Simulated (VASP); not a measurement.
C, 18 atoms in the cell. The cell holds a slab with vacuum, 18 atoms: a = 7.398 Å, b = 7.398 Å, c = 13.000 Å, α = 90.00°, β = 90.00°, γ = 120.00°. The cell was built by a generator and needn't be a form met in nature.

```yaml
Program: VASP 6.6.1
Task: single point
Functional: PBE
Dispersion: D3(BJ)
Potentials_or_basis: VASP PAW PBE potentials, release 64 (C)
Cutoff: 520 eV
k_mesh: 2 × 2 × 1
Occupations: fermi-dirac, width 0.05 eV
Spin: no spin polarisation
Dipole_correction: no
Further_INCAR_settings: LREAL = Auto; ALGO = Fast; EDIFF = 1e-06; NBANDS = 51
```

Potentials or basis: VASP PAW PBE potentials, release 64 (C).

The run is started by

```console
$ cat potpaw_PBE.64/C/POTCAR > POTCAR
$ mpirun -np 1 vasp_std > vasp.out
```

Hardware: 1 thread of AMD EPYC 9R45 96-Core Processor (Zen 5) (shared host).

Question: How long does it take, and how much memory?

Answer: Run time: 2.8 min on 1 thread of AMD EPYC 9R45 96-Core Processor (Zen 5), with other jobs on the host, peak memory 0.59 GiB. Counts: scf iterations 22, k points 4.
